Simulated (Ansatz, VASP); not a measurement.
**One calculation of MgI2, two programs**

```
Mg I
1.0
     4.19568    0.00000    0.00000
    -2.09784    3.63357    0.00000
     0.00000    0.00000    7.10573
Mg I
1 2
Direct
  0.00000 0.00000 0.00000
  0.33333 0.66667 0.23408
  0.66667 0.33333 0.76592
```

The cell comes from a database or a generator and needn't be the stable form of this composition.

Alike in both runs: task single point; functional PBE; k mesh 6 × 6 × 4; occupations gaussian, width 0.1 eV; no spin polarisation.

|  | VASP | Ansatz |
| --- | --- | --- |
| version | VASP 6.6.1 | Ansatz 0.2.0 |
| potentials or method | VASP PAW PBE potentials, release 64 (Mg, I) | scalar-relativistic, plane waves, PAW |
| plane-wave cutoff (eV) | 520 | 420 |
| valence electrons in the cell | 16 | 44 |

```tsv
	VASP	Ansatz	Ansatz less VASP
gap on the k mesh at the Fermi level (eV)	3.60	3.62	+0.019
least direct gap on the mesh (eV)	3.70	3.72	+0.017
pressure (GPa)	0.4	0.5	+0.06
largest component of the traceless stress (GPa)	0.20	0.20	-0.006
rms of the force components (eV/Å)	0.004	0.009	+0.0046
```

Atom by atom the forces differ by 0.005 eV/Å (rms over components). The functional is the same, so the differences come from potentials, cutoffs and numerics. The two sets of potentials don't hold the same shells in valence. Ansatz warned: «structure_snapped_to_symmetry».

Caveats: spin-orbit coupling is left out, which moves the levels of the heavy elements; this functional lacks dispersion, which binds the layers, so the pressure and a relaxed spacing across them are unreliable. A k mesh can miss the band edges.
